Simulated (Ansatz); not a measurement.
**LiCl: two-dimensional strain map**

All numbers below come from DFT PBEsol, scalar-relativistic, plane waves, PAW in Ansatz. The runs took a 420 eV cutoff, a Γ-centred 8×8×8 mesh and Gaussian smearing (0.05 eV). No spin polarisation. Energies are free energies at this smearing, counted from the undisturbed cell; pressure is positive in compression.

The starting cell (as given, not relaxed at this level; it stands at -1.2 GPa):

```xyz
2
Lattice="0.0000 2.5648 2.5648 2.5648 0.0000 2.5648 2.5648 2.5648 0.0000" Properties=species:S:1:pos:R:3 pbc="T T T"
Li    0.0000    0.0000    0.0000
Cl    2.5648    2.5648    2.5648
```

The cell is strained by p along both x and y and by q along z, fractional coordinates fixed. Points are written (p, q).

Energy above the undisturbed cell in meV/atom (a dash: not computed):

```csv
p \ q,-0.050,-0.025,0.000,0.025,0.050
-0.050,23.4,14.2,10.0,9.7,12.2
-0.025,6.3,0.0,-1.3,0.9,5.8
0.000,2.0,-1.4,0.0,4.8,12.0
0.025,?,6.7,?,18.1,27.6
0.050,19.4,21.7,?,?,50.0
```

Task: Fill in the withheld energies.

Result: (0.025, -0.050): 7.2; (0.025, 0.000): 10.8; (0.050, 0.000): 28.4; (0.050, 0.025): 38.2.